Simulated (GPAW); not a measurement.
Crystal: KF (Carobbiite).

```
K F
1.0
     0.00000    2.67185    2.67185
     2.67185    0.00000    2.67185
     2.67185    2.67185    0.00000
K F
1 1
Direct
  0.00000 0.00000 0.00000
  0.50000 0.50000 0.50000
```

- Program: GPAW 26.7.0
- Task: single point
- Functional: PBE
- Potentials or basis: GPAW PAW data sets (gpaw-data 1.2.1)
- Cutoff: 800 eV
- Basis: pw
- k mesh: 9 × 9 × 9
- Occupations: fermi-dirac, width 0.05 eV
- Spin: no spin polarisation

On this cell: pressure 0.6 GPa; largest force zero by symmetry; band gap on the k mesh 6.18 eV, direct.

The same run follows on a disturbed copy (atoms moved at random, drawn with an rms of 0.05 Å):

```
K F
1.0
     0.00000    2.67185    2.67185
     2.67185    0.00000    2.67185
     2.67185    2.67185    0.00000
K F
1 1
Direct
  0.00582 0.98616 0.00455
  0.50055 0.48674 0.51722
```

What changes?

The energy moves by +0.7 meV/atom; pressure 0.6 GPa; largest force 0.068 eV/Å; band gap on the k mesh 6.18 eV, direct.

Forces in eV/Å, atoms in the order of the input:
```
K    0.057  0.032 -0.020
F   -0.057 -0.032  0.020
```

Caveats: an odd mesh through Γ misses points on the zone boundary, where band edges often lie.
